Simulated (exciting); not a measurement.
Input of an exciting (release sodium) run:

input.xml

```xml
<input>
  <title>Sb</title>
  <structure speciespath="./" tshift="false">
    <crystal scale="1">
      <basevect>-3.013871057067 2.931446097902 5.154543041159</basevect>
      <basevect>2.923816631030 -2.957280392573 5.117209725224</basevect>
      <basevect>3.052695385811 2.996104721317 -5.169561374973</basevect>
    </crystal>
    <species speciesfile="Sb.xml" rmt="2.3">
      <atom coord="0.000000000000 0.000000000000 0.000000000000"/>
    </species>
  </structure>
  <groundstate do="fromscratch" ngridk="10 10 12" rgkmax="9" gmaxvr="14" lmaxapw="10" lmaxmat="10" lmaxvr="8" xctype="GGA_PBE_SOL" stype="Fermi Dirac" swidth="0.00183747" nempty="8" ValenceRelativity="iora*" epsengy="1e-05" epspot="1e-05" maxscl="60" tforce="true" outputlevel="normal"/>
</input>
```

Potentials or basis: all-electron LAPW+lo, shipped species files, valence relativity iora*.

Launch:

```console
$ OMP_NUM_THREADS=1 exciting_smp
```

Task: Predict the band gap on the k mesh.

Result: None (metal or under the smearing width).

 The run has no spin-orbit coupling, so splittings on Sb are missing.
